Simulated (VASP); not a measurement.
# GaP (F-43m) under a change of volume, part 2 of 2

Strain engineering needs slopes: what does a change of volume do to the lattice and the band edges of GaP?

VASP 6.6.1, plane waves and PAW; the level of theory is named at each step.

So far: The starting structure; Relax the crystal, LDA; Relax at fixed volume, LDA; Band edges, TB-mBJ with spin-orbit coupling; Band edges, r2SCAN with spin-orbit coupling.

### 5. Band edges, r2SCAN with spin-orbit coupling (continued)

Level of this step: r2SCAN, spin-orbit coupling; plane waves and PAW (Ga_d, P) (VASP).

From OUTCAR (step 5):

```text
  Total       -0.3302345     -0.3302345     -0.3302345      0.0000000      0.0000000     -0.0000000
  in kB      -12.9168843    -12.9168843    -12.9168843      0.0000000      0.0000000     -0.0000000
  external PRESSURE =     -12.9168843 kB  Pullay stress =       0.0000000 kB

 POSITION                                       TOTAL-FORCE (eV/Angst)
 -----------------------------------------------------------------------------------
      0.00000      0.00000      0.00000        -0.000000     -0.000000     -0.000000
      1.36800      1.36800      1.36800         0.000000      0.000000      0.000000
 -----------------------------------------------------------------------------------
    total drift:                               -0.000004     -0.000004     -0.000004

  FREE ENERGIE OF THE ION-ELECTRON SYSTEM (eV)
  ---------------------------------------------------
  free  energy   TOTEN  =      -180.0955634816 eV

  energy  without entropy=     -180.0955634816  energy(sigma->0) =     -180.09556348

[... 2 parts as in an earlier step ...]

[... 1 further part left out ...]
[key lines of the parts left out:]
E-fermi :   4.6139
```

Read from the output:

* energy(sigma→0) of the program: -180.0956 eV
* stress, compression positive: xx, yy, zz -1.29, -1.29, -1.29 GPa

The run ends at a pressure of -1.29 GPa.

### 6. The whole series

Runs beyond LDA use the data sets made with LDA; this shifts their levels slightly, and their total energies have another zero (at TB-mBJ, which has no energy functional, they mean nothing).

The other members went through these steps as far as the tables show, with the same cutoff and, step by step, the same mesh; 25 runs are not shown. The session took 7.6 core hours (wall time by ranks) on a shared machine.

```csv
volume over the relaxed volume,volume (Å³/atom),pressure (GPa),energy above the unstrained row (meV/atom),"gap on the mesh, LDA (eV)"
0.940,18.423,6.381,22.848,1.286
0.955,18.717,4.585,12.621,1.317
0.970,19.011,2.928,5.575,1.347
0.985,19.305,1.401,1.445,1.375
1,19.599,-0.006,0.000,1.402
1.015,19.893,-1.306,1.060,1.427
1.030,20.187,-2.504,4.401,1.450
1.045,20.481,-3.607,9.863,1.473
1.060,20.775,-4.620,17.257,1.424
```

A cubic of the pressure in ln(V/V₀) through all rows has the slope −B at V₀: B = 90 GPa, and its curvature gives B′ = 4.4.

Band edges at TB-mBJ with spin-orbit coupling, counted from the valence-band top at Γ, spin-orbit pairs averaged, with one row partly withheld:

```csv
volume over the relaxed volume,gap (eV),conduction band at Γ (eV),Δ or X valley along z (eV),"lowest conduction level at L, [111] (eV)",second valence level below the top (eV),third valence level below the top (eV)
0.940,2.153,3.703,2.149,2.831,0.000,0.081
0.955,2.191,3.571,2.187,2.787,0.000,0.081
0.970,2.225,3.442,2.223,2.743,0.000,0.080
0.985,?,3.314,?,2.699,0.000,0.079
1,2.289,3.188,2.288,2.655,0.000,0.079
1.015,2.319,3.064,2.318,2.612,0.000,0.078
1.030,2.347,2.943,2.346,2.569,0.000,0.078
1.045,2.373,2.824,2.373,2.526,0.000,0.077
1.060,2.398,2.707,2.398,2.484,0.000,0.077
```

Conduction masses, in electron masses (the axis is [001]):

```csv
volume over the relaxed volume,"conduction mass at Γ, along the strain axis or the normal of the plane","L [111] mass, longitudinal","L [111] mass, transverse along [1-10]"
0.940,0.203,1.860,0.170
0.955,0.198,1.840,0.169
0.970,0.194,1.821,0.169
0.985,0.188,1.808,0.168
1,0.183,1.782,0.168
1.015,0.178,1.796,0.168
1.030,0.173,1.785,0.167
1.045,0.168,1.782,0.167
1.060,0.164,1.782,0.167
```

Band edges at r2SCAN with spin-orbit coupling, counted from the valence-band top at Γ, spin-orbit pairs averaged:

```csv
volume over the relaxed volume,gap (eV),conduction band at Γ (eV),Δ or X valley along z (eV),"lowest conduction level at L, [111] (eV)",second valence level below the top (eV),third valence level below the top (eV)
0.940,1.636,3.156,1.633,2.310,0.000,0.086
0.955,1.670,3.012,1.668,2.260,0.000,0.086
0.970,1.702,2.872,1.701,2.210,0.000,0.085
0.985,1.733,2.734,1.732,2.161,0.000,0.085
1,1.762,2.599,1.762,2.112,0.000,0.084
1.015,1.790,2.467,1.789,2.064,0.000,0.084
1.030,1.815,2.337,1.815,2.016,0.000,0.083
1.045,1.839,2.210,1.839,1.970,0.000,0.083
1.060,1.862,2.085,1.862,1.923,0.000,0.082
```

Conduction masses, in electron masses (the axis is [001]):

```csv
volume over the relaxed volume,"conduction mass at Γ, along the strain axis or the normal of the plane","L [111] mass, longitudinal","L [111] mass, transverse along [1-10]"
0.940,0.169,1.857,0.145
0.955,0.161,1.826,0.144
0.970,0.155,1.776,0.143
0.985,0.149,1.781,0.142
1,0.143,1.763,0.141
1.015,0.138,1.767,0.140
1.030,0.132,1.776,0.140
1.045,0.126,1.764,0.139
1.060,0.120,1.770,0.138
```

### 7. Fit and prediction

The quantity to fit is the Δ or X valley above the valence top at TB-mBJ with spin-orbit coupling: 2.149, 2.187, 2.223, 2.288, 2.318, 2.346, 2.373, 2.398 eV in the rows shown.

A least-squares parabola through the 8 rows shown, with u the logarithm of the volume ratio: E = − 3.120 u² + 2.059 u + 2.288 (eV), r.m.s. residual 1.3e-4 eV.

For the withheld row, u = -0.01511, the fit gives 2.2564 eV.

### 8. The withheld row

The calculation gives 2.2565 eV, so the prediction is 0.0001 eV too low.

### 9. Summary of results

```
bulk modulus                                                                          : 90 GPa
gap of the unstrained cell, TB-mBJ with spin-orbit coupling                           : 2.29 eV
gap of the unstrained cell, r2SCAN with spin-orbit coupling                           : 1.76 eV
dE/d ln V of the Δ or X valley above the valence top, TB-mBJ with spin-orbit coupling : 2.06 eV
error of the predicted row                                                            : -0.1 meV
```

At TB-mBJ with spin-orbit coupling the lowest conduction valley is Δ or X throughout, and the gap runs between 2.15 and 2.40 eV. At r2SCAN with spin-orbit coupling the lowest conduction valley is Δ or X throughout, and the gap runs between 1.64 and 1.86 eV. Hole masses are left out throughout, since the top bands are degenerate or cross in many series; of conduction masses, those of the Γ, L and (for Si and Ge under (001) strain) Δ valleys are kept where they change by under an eighth between rows. TB-mBJ is a potential fitted for gaps; it has no energy functional, so its total energies and forces mean nothing, and its bands tend to come out too narrow. r2SCAN opens gaps somewhat over GGA but leaves them below measured values as a rule. Δ or X levels are the lowest on their line, refined by a parabola unless they lie at X; the gap is read from all points sampled and can differ from the lowest valley by some meV, or by tens of meV where strain moves the valence top off Γ. Temperature, zero-point motion and excitons are left out.

[Lines on the potential files, build, host, timing and source positions are cut from VASP's logs without a mark.]

[Logs are printed without paths, hosts, clocks, repeated set-up lines and the standing remarks that a program may print on its own settings, such as how far it seeks lower states.]

[Hosts, paths, dates, database ids (printed as entryN), source tags and the programs' standing remarks are cut or masked in the printed files.]

[In band tables of VASP the shares of atoms and orbitals are scaled to a sum of 1 inside the atoms' spheres.]
